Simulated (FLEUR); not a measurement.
The system is Ti.

```
CELL_PARAMETERS angstrom
-1.64100 1.64100 1.64100
1.64100 -1.64100 1.64100
1.64100 1.64100 -1.64100
ATOMIC_POSITIONS crystal
Ti 0.00000 0.00000 0.00000
```

This isn't the form of Ti at room conditions, which is hcp.

* Program: FLEUR MaX-R8.1 (later development tree)
* Task: single point
* Functional: PBE
* Potentials or basis: all-electron
* Basis: FLAPW
* Kmax: 3.8 1/bohr
* k mesh: 11 × 11 × 11
* Occupations: fermi-dirac, width 0.05 eV
* Spin: no spin polarisation
* Gmax: 11.8 1/bohr
* Muffin-tin radii: Ti 2.44 bohr
* lmax: Ti 10
* Local orbitals a species: Ti 5
* Max iterations: 60
* Mixing factor: 0.05
* Mixer: Anderson
* Mixer history: 15
* Density convergence: 1e-05 me/bohr^3

On this cell: band gap on the k mesh none (metal or under the smearing width).

The same run follows on a disturbed copy (cell strained at random at fixed volume):

```
CELL_PARAMETERS angstrom
-1.66514 1.66141 1.59911
1.68039 -1.70507 1.65802
1.60454 1.64447 -1.64278
ATOMIC_POSITIONS crystal
Ti 0.99280 0.00712 0.00682
```

Question: What does the disturbed cell give?

Answer: The energy (extrapolated to zero smearing) moves by +2.7 meV/atom; band gap on the k mesh none (metal or under the smearing width).
